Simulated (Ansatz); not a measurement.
Crystal: MnAs.

```
As Mn
1.0
     3.71000    0.00000    0.00000
    -1.85500    3.21295    0.00000
     0.00000    0.00000    5.69100
As Mn
2 2
Direct
  0.66667 0.33333 0.75000
  0.33333 0.66667 0.25000
  0.00000 0.00000 0.50000
  0.00000 0.00000 0.00000
```

Alike in all runs: program Ansatz 0.2.0; functional PBEsol; potentials or basis Ansatz PAW; cutoff 420 eV (not typed: the program's choice for these potentials); k mesh 7 × 7 × 4; occupations fermi-dirac, width 0.05 eV.

Task: Only the start or the spin constraint differs. Which run ends lowest in energy?
A. collinear spin, ferromagnetic start of up to 3 μB; fixed moment 6
B. collinear spin, ferromagnetic start of up to 2 μB; fixed moment 4
C. collinear spin, program default start; fixed moment 0
D. collinear spin, ferromagnetic start of up to 1 μB; fixed moment 2
E. collinear spin, ferromagnetic start of up to 4 μB; fixed moment 8
F. collinear spin, ferromagnetic start of up to 5 μB; fixed moment 10

Result: A.

```csv
start,free energy over the lowest (meV/atom),net moment (μB),site or absolute moments (μB),gap
"collinear spin, ferromagnetic start of up to 2 μB; fixed moment 4",114.2,4.00,As -0.15; Mn +2.14,-
"collinear spin, ferromagnetic start of up to 8 μB; fixed moment 16",4970.5,16.00,As +1.19; Mn +4.89,-
"collinear spin, ferromagnetic start of up to 1 μB; fixed moment 2",283.9,2.00,As -0.10; Mn +1.13,-
"collinear spin, ferromagnetic start of up to 6 μB; fixed moment 12",1669.4,12.00,As +0.67; Mn +4.37,-
"collinear spin, ferromagnetic start of up to 3 μB; fixed moment 6",0.0,6.00,As -0.13; Mn +3.03,-
"collinear spin, ferromagnetic start of up to 4 μB; fixed moment 8",143.1,8.00,As +0.02; Mn +3.67,-
"collinear spin, program default start; fixed moment 0",374.3,0.00,-,-
"collinear spin, ferromagnetic start of up to 5 μB; fixed moment 10",779.1,10.00,As +0.32; Mn +4.05,-
```

All polarised runs hold their moment fixed, so the table maps the energy against it. A still lower state may exist.

Caveats: the total moment is fixed, so each spin has its own Fermi level.
